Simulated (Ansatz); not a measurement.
**AgCl: the band gap up the ladder of functionals**

An exercise on one series of results from a longer session: the logs are not shown, and one member is left open.

Code: Ansatz 0.2.0. PAW datasets, plane waves. No spin polarisation. The prototype was imposed, so other structures may be more stable.

### The structure to begin with

The cell was relaxed beforehand with r2SCAN.

The symmetry is F-43m (No. 216, cubic); conventional cell a = 5.987 Å, 26.82 Å³ an atom. Near Ag stand 4 Cl at 2.59 Å; near Cl stand 4 Ag at 2.59 Å.

Structure file:

```
Ag Cl
1.0
     0.00000    2.99326    2.99326
     2.99326    0.00000    2.99326
     2.99326    2.99326    0.00000
Ag Cl
1 1
Direct
  0.00000 0.00000 0.00000
  0.25000 0.25000 0.25000
```

Set-up of the first run:

input.yaml reads:

```yaml
crystal:
  lattice:
    - [0.0, 2.9932645783, 2.9932645783]
    - [2.9932645783, 0.0, 2.9932645783]
    - [2.9932645783, 2.9932645783, 0.0]
  atoms:
    - { symbol: Ag, position: [0.0, 0.0, 0.0] }
    - { symbol: Cl, position: [0.25, 0.25, 0.25] }
kpoints:
  mp_grid: { grid: [8, 8, 8] }
  band_path:
    path:
      - [[0.0, 0.0, 0.0], [-0.5, -0.5, 2.553418800558e-35], [-0.375, -0.375, 0.25]]
      - [[-0.375, 2.691837940621e-17, 0.375], [0.0, 0.0, 0.0], [-1.146432304472e-17, -1.146432304472e-17, 0.5], [-0.5, -0.25, 0.25], [-0.5, -0.5, 2.553418800558e-35]]
    npoints: 10
hamiltonian:
  xc: pbe
scf:
  occupations: { method: fermi_dirac, width: 0.02 }
  n_extra_bands: 4
output:
  forces: true
  stress: true
  eigenvalues: true
```

The run is started by

```sh
$ ansatz run input.yaml --threads 2 --pin off --max-ram 2211MiB --backend cpu --events-out ev --progress --plain --runs-dir out
```

Steps of the session up to this table: PBE bands along the symmetry lines; r2SCAN; HSE06; PBE+SOC; PBE0; LDA at the same geometry; DDH-PBE0 at the same geometry; Single point with HSE06+SOC; Single point with Hartree-Fock; r2SCAN0 at the same geometry.

One table of the session follows, with a row left open; its other results are not shown here.

```
       level  gap (eV)
         PBE      1.25
      r2SCAN         ?
       HSE06      2.71
     PBE+SOC      1.15
        PBE0      3.43
         LDA      0.94
    DDH-PBE0      3.50
   HSE06+SOC      2.63
Hartree-Fock     10.12
     r2SCAN0      3.66
```

Q: Estimate the row for r2SCAN from the others.

As computed: gap (eV): 1.65. In the column «gap (eV)» it lies between PBE (1.25) and HSE06+SOC (2.63).

Meshes: PBE 8×8×8, r2SCAN 8×8×8, HSE06 6×6×6, PBE+SOC 8×8×8, PBE0 6×6×6, LDA 8×8×8, DDH-PBE0 6×6×6, HSE06+SOC 4×4×4, Hartree-Fock 6×6×6, r2SCAN0 6×6×6

PBE reaches 46 % of the HSE06 value, and r2SCAN 61 %. PBE0 lies 0.72 eV above HSE06, which differs from it by screening the long-range exchange.

To keep in mind: Warnings in the runs' records: stress scf threshold loose, stress exchange threshold loose.
